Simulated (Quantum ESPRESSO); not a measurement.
# SnSe2 under changes of volume

One of the cells (25.726 Å³/atom); the others are scaled copies at fixed shape and fractional positions:

```
CELL_PARAMETERS angstrom
3.81100 0.00000 0.00000
-1.90550 3.30042 0.00000
0.00000 0.00000 6.13600
ATOMIC_POSITIONS crystal
Sn 0.00000 0.00000 0.00000
Se 0.66667 0.33333 0.75100
Se 0.33333 0.66667 0.24900
```

| Item | Value |
| --- | --- |
| Program | Quantum ESPRESSO 7.5 |
| Functional | r2SCAN |
| Potentials or basis | SG15 PBE 1.2 |
| Cutoff | 952 eV |
| Density cutoff | 3810 eV |
| k mesh | 6 × 6 × 4 |
| Occupations | fermi-dirac, width 0.05 eV |
| Spin | no spin polarisation |

```tsv
volume (Å³/atom)	energy over the lowest point (meV/atom)	pressure (GPa)	gap on the mesh (eV)	largest force (eV/Å)
24.182	?	?	?	?
24.697	49.58	7.3	0.91	1.017
25.212	29.13	5.4	0.89	0.792
25.726	14.53	3.7	0.87	0.584
26.241	5.16	2.1	0.85	0.393
26.755	0.49	0.8	0.84	0.216
27.270	0.00	-0.5	0.81	0.053
```

Task: What does the run at 24.182 Å³/atom give?

Result: Energy over the lowest point 76.57 meV/atom; pressure 9.5 GPa; gap on the mesh 0.93 eV; largest force 1.262 eV/Å.

Worked out: A Birch-Murnaghan fit of order 3 (a polynomial in V^(-2/3)) to the other rows has its minimum at 27.07 Å³/atom with B0 = V·E''(V) = 64 GPa and B' = 4.7 at fixed shape and positions, which overstates the stiffness. It gives 76.59 meV/atom at 24.182 Å³/atom, against the run's 76.57, and -dE/dV = 9.5 GPa, against 9.5. A straight line through the other rows of the gap, of slope -0.966 eV per unit of ln V, extrapolates to 0.93 eV, against the run's 0.93.

Energies are extrapolated to zero smearing.

Caveats: the potentials were made for another functional, which shifts forces and pressure; spin-orbit coupling is left out, which moves the levels of the heavy elements.

A mesh can miss the band edges.
